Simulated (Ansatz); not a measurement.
The system is I.

```
CELL_PARAMETERS angstrom
3.63503 -2.39502 0.00000
3.63503 2.39502 0.00000
0.00000 0.00000 9.79344
ATOMIC_POSITIONS crystal
I 0.64930 0.35070 0.38440
I 0.14930 0.85070 0.11560
I 0.35070 0.64930 0.61560
I 0.85070 0.14930 0.88440
```

Base run:

* Program: Ansatz 0.2.0
* Functional: B3LYP
* Potentials or basis: Ansatz PAW
* Cutoff: 420 eV
* Density cutoff: 1680 eV
* k mesh: 4 × 4 × 2
* Occupations: fermi-dirac, width 0.05 eV
* Spin: no spin polarisation

Its results: band gap on the k mesh 2.50 eV, indirect (least direct gap 2.72 eV); largest force 0.558 eV/Å.

Q: The run is repeated on the same cell with these changes: functional from B3LYP to r2SCAN0; cutoff from 420 eV to 500 eV; density cutoff from 1680 eV to 2000 eV. What comes out?

A: Band gap on the k mesh 2.98 eV, indirect (least direct gap 3.23 eV); largest force 0.144 eV/Å.

Caveats: spin-orbit coupling is left out, which moves the levels of the heavy elements; the PAW data sets come from PBE, with cores solved anew for the run's functional, which leaves a small shift of forces and pressure; the potentials were made for another functional, which shifts forces and pressure (some runs).

Not every run made on this cell is shown here.
